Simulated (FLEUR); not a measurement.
Sn in FLEUR: convergence with k mesh

Input of the first run (k mesh 2 × 2 × 2); the others differ in this setting and in those tied to it:

File inp.xml:

```xml
<?xml version="1.0" encoding="UTF-8" standalone="no"?>
<fleurInput fleurInputVersion="0.39">
   <comment>
      Sn                                                                                                  
   </comment>
   <calculationSetup>
      <cutoffs Kmax="4.1" Gmax="12.7" GmaxXC="12.7" numbands="0"/>
      <scfLoop itmax="60" minDistance="0.00001" maxIterBroyd="15" imix="Anderson" alpha="0.05" precondParam="0.0" spinf="2.0" sdNocoIR="T"/>
      <coreElectrons ctail="T" frcor="F" kcrel="0" coretail_lmax="0"/>
      <xcFunctional name="vwn" relativisticCorrections="F"/>
      <magnetism jspins="1"/>
      <soc l_soc="F" theta="0.0" phi="0.0" spav="F"/>
      <expertModes spex="0" secvar="F"/>
      <geometryOptimization l_f="T" forcealpha="1.0" forcemix="BFGS" epsdisp="0.0005" epsforce="0.0002"/>
      <ldaU l_linMix="F" mixParam="0.05" spinf="1.0"/>
   </calculationSetup>
   <cell>
      <bzIntegration valenceElectrons="22.0" mode="hist" fermiSmearingEnergy="0.00183747">
         <kPointListSelection listName="default-1"/>
         <!-- k-points included here -->
         <xi:include xmlns:xi="http://www.w3.org/2001/XInclude" href="kpts.xml"> </xi:include>
      </bzIntegration>
      <!-- symmetry operations included here -->
      <xi:include xmlns:xi="http://www.w3.org/2001/XInclude" href="sym.xml"> </xi:include>
      <bulkLattice scale="1.0">
         <bravaisMatrix>
            <row-1>   -3.5803730397631557     3.5803730397631557     3.5803730397631557</row-1>
            <row-2>    3.5803730397631557    -3.5803730397631557     3.5803730397631557</row-2>
            <row-3>    3.5803730397631557     3.5803730397631557    -3.5803730397631557</row-3>
         </bravaisMatrix>
      </bulkLattice>
   </cell>
   <atomSpecies>
      <species name="Tin (Sn)" element="Sn" atomicNumber="50">
         <mtSphere radius="2.66" gridPoints="879" logIncrement="0.015"/>
         <atomicCutoffs lmax="10" lnonsphr="10"/>
         <electronConfig flipSpins="F">
            <coreConfig>(1s1/2) (2s1/2) (2p1/2) (2p3/2) (3s1/2) (3p1/2) (3p3/2) (3d3/2) (3d5/2)</coreConfig>
            <valenceConfig>(4s1/2) (4p1/2) (4p3/2) (5s1/2) (4d3/2) (4d5/2) (5p1/2) (5p3/2)</valenceConfig>
            <stateOccupation state="(5p1/2)" spinUp="0.333333" spinDown="0.333333"/>
            <stateOccupation state="(5p3/2)" spinUp="0.666667" spinDown="0.666667"/>
         </electronConfig>
         <energyParameters s="5" p="5" d="4" f="4"/>
         <lo type="SCLO" l="0" n="4" eDeriv="0"/>
         <lo type="SCLO" l="1" n="4" eDeriv="0"/>
         <lo type="SCLO" l="1" n="4" eDeriv="1"/>
         <lo type="SCLO" l="2" n="4" eDeriv="2"/>
         <lo type="SCLO" l="3" n="4" eDeriv="2"/>
      </species>
   </atomSpecies>
   <atomGroups>
      <atomGroup species="Tin (Sn)">
         <relPos label="                   1">.0000000000 .0000000000 .0000000000</relPos>
         <force calculate="T" relaxXYZ="TTT"/>
      </atomGroup>
   </atomGroups>
   <output dos="F" band="F" slice="F">
      <checks vchk="F" cdinf="F"/>
      <bandDOS minEnergy="-.5*Htr" maxEnergy="0.5*Htr" sigma="0.015" storeEVData="T"/>
      <vacuumDOS vacdos="F" integ="F" star="F" nstars="0" locx1="0.0" locy1="0.0" locx2="0.0" locy2="0.0" nstm="0" tworkf="0.0"/>
      <unfoldingBand unfoldBand="F" supercellX="1" supercellY="1" supercellZ="1"/>
      <plotting iplot="0" polar="F">
         <plot TwoD="T" vec1="  1.0  0.0  0.0" vec2="  0.0  1.0  0.0" vec3="  0.0  0.0  1.0" zero="  0.0  0.0  0.0" file="plot"/>
      </plotting>
      <chargeDensitySlicing numkpt="0" minEigenval="0.0" maxEigenval="0.0" nnne="0" pallst="F"/>
      <specialOutput eonly="F"/>
      <moessbauerParams electricFieldGradient="T" isomerShift="T" coreHyperfine="T" valenceHyperfine="T"/>
      <magneticCircularDichroism mcd="F" energyLo="-10.0" energyUp="0.0"/>
   </output>
  <!-- We include the file relax.xml here to enable relaxations (see documentation) -->
  <xi:include xmlns:xi="http://www.w3.org/2001/XInclude" href="relax.xml"> <xi:fallback/> </xi:include>
</fleurInput>
```

Contents of crystal.txt:

```
Sn
&input cartesian=F /
-1.8946518192  1.8946518192  1.8946518192
1.8946518192  -1.8946518192  1.8946518192
1.8946518192  1.8946518192  -1.8946518192
1.8897261246
1.0 1.0 1.0

1
50 0.0000000000  0.0000000000  0.0000000000

&kpt div1=2 div2=2 div3=2 gamma=T /
```

Potentials or basis: all-electron, FLAPW.

The run is started by

```sh
$ inpgen -f crystal.txt -profile fastHighL
$ # inp.xml edited to the form shown
$ fleur_MPI
```

This isn't the form of Sn at room conditions, which is tetragonal (white tin).

Hardware: 1 thread of Arm Neoverse V1, with other jobs on the host.

| k mesh | energy less the tightest run, at zero smearing (meV/atom) | SCF cycles | CPU time (s) | peak memory (GiB) |
| --- | --- | --- | --- | --- |
| 2 × 2 × 2 | -1675.09 | 12 | 4.1 | 0.05 |
| 4 × 4 × 4 | 124.65 | 12 | 6.5 | 0.05 |
| 6 × 6 × 6 | -30.79 | 12 | 10 | 0.05 |
| 7 × 7 × 7 | -32.01 | 12 | 12 | 0.05 |
| 8 × 8 × 8 | 11.64 | 12 | 17 | 0.05 |
| 10 × 10 × 10 | 11.64 | 12 | 25 | 0.05 |
| 12 × 12 × 12 | -4.79 | 12 | 37 | 0.05 |
| 15 × 15 × 15 | 0.00 | 12 | 59 | 0.05 |

Not settled before the last step: the energy (to 1 meV/atom). Meshes of other sizes hit other points, so gaps and Fermi surfaces needn't settle smoothly. The tightest run that finished is the yardstick and may itself not be fully converged.
